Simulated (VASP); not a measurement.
Set up this calculation in VASP 6.6.1, as the native input.

* Task: relaxation of shape and atoms at fixed volume
* Functional: PBE
* Potentials or basis: VASP PAW PBE potentials, release 64 (Sn, Se)
* Cutoff: 300 eV
* k mesh: 2 × 4 × 4
* Occupations: gaussian, width 0.03 eV
* Spin: no spin polarisation
* Further INCAR settings: ALGO = Normal; EDIFF = 1e-07; IBRION = 2; EDIFFG = -0.01; NSW = 40; ISIF = 4

The structure of SnSe lies in POSCAR:

```
SnSe                                    
1.0
   11.8345322806      0.0000000000      0.0000000000
    0.0000000000      4.2155317451      0.0000000000
    0.0000000000      0.0000000000      4.4200624110
  Sn              Se            
     4     4
Direct
     0.1243956973928080    0.2500000000000000    0.0993078228963249
     0.3756043026071921    0.7500000000000000    0.5993078228963246
     0.6243956973928081    0.2500000000000000    0.4006921771036751
     0.8756043026071919    0.7500000000000000    0.9006921771036754
     0.3550976478128754    0.2500000000000000    0.0209210976303412
     0.1449023521871246    0.7500000000000000    0.5209210976303408
     0.8550976478128753    0.2500000000000000    0.4790789023696588
     0.6449023521871247    0.7500000000000000    0.9790789023696592
```

The cell isn't the ideal one: a relaxed cell with its volume scaled by 0.98.

These files were run (other wordings do the same):

INCAR

```
SYSTEM = SnSe
ALGO = Normal
EDIFF = 1E-7
EDIFFG = -0.01
ENCUT = 300
GGA = PE
IBRION = 2
ISIF = 4
ISMEAR = 0
KPAR = 2
LASPH = .TRUE.
LCHARG = .FALSE.
LREAL = .FALSE.
LWAVE = .FALSE.
NELM = 80
NSW = 40
PREC = Accurate
SIGMA = 0.03
```

KPOINTS

```
k-points
0
G
  2 4 4
  0 0 0
```

Potentials or basis: VASP PAW PBE potentials, release 64 (Sn, Se).

Launch:

```console
$ cat potpaw_PBE.64/Sn/POTCAR potpaw_PBE.64/Se/POTCAR > POTCAR
$ mpirun -np 2 vasp_std > vasp.out
```

It gave:

```
Energy gained by relaxing    : 0.8 meV/atom
Ionic steps                  : 5
Pressure after relaxing      : 0.5 GPa
Largest force after relaxing : 0.008 eV/Å
Band gap on the k mesh       : 0.89 eV, indirect (least direct gap 1.16 eV)
```

Caveat: spin-orbit coupling is left out, which moves the levels of the heavy elements; this functional lacks dispersion, which binds the layers, so the pressure and a relaxed spacing across them are unreliable.

Wall time 43 s on 2 MPI ranks on Intel(R) Xeon(R) 6975P-C (Granite Rapids), on a shared host, peak memory 0.21 GiB a rank.
